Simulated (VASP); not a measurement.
Input of a VASP 6.6.1 run:

INCAR

```
PREC = Accurate ; ENCUT = 520
EDIFF = 1E-6 ; ISMEAR = 0
SIGMA = 0.03 ; LREAL = F
LASPH = T ; NELM = 80
ALGO = Normal ; ISIF = 2
LWAVE = F ; LCHARG = F
GGA = PS ; NBANDS = 17
ICORELEVEL = 1
```

File KPOINTS:

```
regular mesh
0
Gamma
  8 8 8
```

Contents of POSCAR:

```
PbSe                                    
1.0
    0.0000000000      3.0519897477      3.0519897477
    3.0519897477      0.0000000000      3.0519897477
    3.0519897477      3.0519897477      0.0000000000
  Se              Pb            
     1     1
Direct
     0.5000000000000000    0.5000000000000000    0.5000000000000000
     0.0000000000000000    0.0000000000000000    0.0000000000000000
```

The input KPOINTS_OPT:

```
explicit points
159
Reciprocal
 0.0000000000  0.0000000000  0.0000000000 1
 0.0357142857  0.0000000000  0.0357142857 1
 0.0714285714  0.0000000000  0.0714285714 1
 0.1071428571  0.0000000000  0.1071428571 1
 0.1428571429  0.0000000000  0.1428571429 1
 0.1785714286  0.0000000000  0.1785714286 1
[... 151 lines left out ...]
 0.4250000000  0.0000000000  0.4250000000 1
 0.4500000000  0.0000000000  0.4500000000 1
```

Potentials or basis: VASP PAW PBE potentials, release 64 (Se, Pb_d).

Run with:

```console
$ cat potpaw_PBE.64/Se/POTCAR potpaw_PBE.64/Pb_d/POTCAR > POTCAR
$ mpirun -np 1 vasp_std > vasp.out
```

Question: Estimate the band gap along the path.

Answer: 0.17 eV, direct.

Question: Predict the band gap on the k mesh.

Answer: 0.17 eV, direct.

Question: Estimate the pressure.

Answer: -0.1 GPa.

Levels at the corners of the path, in eV from the valence-band top:
| point | band 8 | band 9 | band 10 | band 11 | band 12 | band 13 |
| --- | --- | --- | --- | --- | --- | --- |
| Γ | -1.92 | -1.92 | -1.92 | 4.69 | 4.69 | 4.69 |
| X | -5.10 | -3.31 | -3.31 | 3.54 | 5.61 | 5.61 |
| X | -5.10 | -3.31 | -3.31 | 3.54 | 5.61 | 5.61 |
| W | -4.33 | -4.33 | -0.80 | 1.82 | 4.89 | 4.89 |
| W | -4.33 | -4.33 | -0.80 | 1.82 | 4.89 | 4.89 |
| K | -4.69 | -2.79 | -2.46 | 3.34 | 3.99 | 5.41 |
| K | -4.69 | -2.79 | -2.46 | 3.34 | 3.99 | 5.41 |
| Γ | -1.92 | -1.92 | -1.92 | 4.69 | 4.69 | 4.69 |
| Γ | -1.92 | -1.92 | -1.92 | 4.69 | 4.69 | 4.69 |
| L | -1.50 | -1.50 | 0.00 | 0.17 | 1.63 | 1.63 |
| L | -1.50 | -1.50 | 0.00 | 0.17 | 1.63 | 1.63 |
| U | -4.69 | -2.79 | -2.46 | 3.34 | 3.99 | 5.41 |
| U | -4.69 | -2.79 | -2.46 | 3.34 | 3.99 | 5.41 |
| W | -4.33 | -4.33 | -0.80 | 1.82 | 4.89 | 4.89 |
| W | -4.33 | -4.33 | -0.80 | 1.82 | 4.89 | 4.89 |
| L | -1.50 | -1.50 | 0.00 | 0.17 | 1.63 | 1.63 |
| L | -1.50 | -1.50 | 0.00 | 0.17 | 1.63 | 1.63 |
| K | -4.69 | -2.79 | -2.46 | 3.34 | 3.99 | 5.41 |
| U | -4.69 | -2.79 | -2.46 | 3.34 | 3.99 | 5.41 |
| X | -5.10 | -3.31 | -3.31 | 3.54 | 5.61 | 5.61 |

Caveat: the PAW data sets were made with another functional, which shifts forces and pressure a little; spin-orbit coupling is left out, which as a rule narrows the gap of such compounds by several tenths of an eV.

**The experiment to reproduce.**

From a printed reference work, monograph, for a bulk crystal of PbSe at 4.2 K: band gap 0.15 eV (direct).

Measured gap of PbSe: 0.15 eV (direct; 4.2 K; a printed reference work, monograph). This calculation gives 0.17 eV (+0.02 eV). 2 values of this kind are on record (0.15 to 0.28 eV); this one was drawn at random. Spin-orbit coupling on Pb, Se is left out. The value is that of PBEsol, without temperature or zero-point motion. The cell is a database's relaxed one, not the measured one, which moves gaps too.
